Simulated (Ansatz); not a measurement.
Runs of Ansatz 0.2.0 on HfO2. It takes space group Pca2_1 (No. 29, orthorhombic). Conventional cell: a = 5.219 Å, b = 5.005 Å, c = 5.033 Å, α = 90.00°, β = 90.00°, γ = 90.00°. Around Hf (site symmetry 1) lie 7 O at 2.02 to 2.23 Å. O (site symmetry 1) is surrounded by 3 Hf at 2.02 to 2.13 Å. O (site symmetry 1) is surrounded by 4 Hf at 2.11 to 2.23 Å. Measurements of this composition are mostly on another form, of space group No. 14.

```csv
level,cutoff (eV),gap on the mesh (eV),pressure (GPa),largest force (eV/Å)
RPBE,420,(b),14.9,0.14
revPBE,420,4.60,13.5,0.13
PBEsol,420,4.43,1.7,0.10
BLYP,420,4.57,16.5,(a)
r2SCAN,500,5.06,4.0,0.07
```

Alike in all rows: task band structure; potentials or basis Ansatz PAW; no spin polarisation; cell as given; k mesh 4 × 5 × 4; smearing fermi-dirac 0.05 eV.

Question: Fill in the values left out.

Answer: (a) 0.16; (b) 4.62.

Caveats: spin-orbit coupling is left out, which moves the levels of the heavy elements; the PAW data sets come from PBE, with cores solved anew for the run's functional, which leaves a small shift of forces and pressure.

A k mesh can miss the band edges, and the runs leave out spin-orbit coupling on Hf.
